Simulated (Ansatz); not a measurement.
Crystal: C.

```xyz
8
Lattice="2.5221 0.0000 0.0000 -1.2611 2.1842 0.0000 0.0000 0.0000 8.2371" Properties=species:S:1:pos:R:3 pbc="T T T"
C     1.2611    0.7281    6.9501
C     0.0000    1.4561    2.8315
C     1.2611    0.7281    5.4056
C     0.0000    1.4561    1.2870
C     0.0000    0.0000    7.4649
C     0.0000    0.0000    3.3463
C     0.0000    0.0000    4.8908
C     0.0000    0.0000    0.7722
```

This is a hexagonal form of diamond, not graphite.

```yaml
Program: Ansatz 0.2.0
Task: relaxation of cell and atoms
Functional: RPBE
Dispersion: D3(BJ)
Potentials_or_basis: Ansatz PAW
Cutoff: "420 eV (not typed: the program's choice for these potentials)"
k_mesh: 12 × 12 × 4
Occupations: fermi-dirac, width 0.05 eV
Spin: no spin polarisation
```

At the start: volume 5.67 Å³/atom.

Task: Where does the relaxation end?

Result: It ends after 8 steps and the volume is 5.54 Å³/atom (-2.3 %); space group P6_3/mmc (No. 194, to 0.05 Å).

The path:
```csv
step,energy change (eV),largest force (eV/Å),volume (Å³)
1,0.0000,0.3367,45.38
2,-0.0463,0.3528,44.73
3,-0.0582,0.1109,44.36
4,-0.0589,0.0100,44.33
5,-0.0589,0.0005,44.33
6,-0.0538,0.0012,44.33
7,-0.0539,0.0000,44.31
8,-0.0537,0.0001,44.31
```

Final structure:
```
C
1.0
     2.49409    0.00000    0.00000
    -1.24704    2.15994    0.00000
     0.00000    0.00000    8.22600
C
8
Direct
  0.66667 0.33333 0.84441
  0.33333 0.66667 0.34441
  0.66667 0.33333 0.65559
  0.33333 0.66667 0.15559
  0.00000 0.00000 0.90705
  0.00000 0.00000 0.40705
  0.00000 0.00000 0.59295
  0.00000 0.00000 0.09295
```

Caveat: the plane-wave basis is chosen anew once the cell has moved, so the energies of steps on either side of that aren't comparable; the pressure holds a Pulay correction of +0.9 GPa for the finite cutoff; the PAW data sets come from PBE, with cores solved anew for the run's functional, which leaves a small shift of forces and pressure.
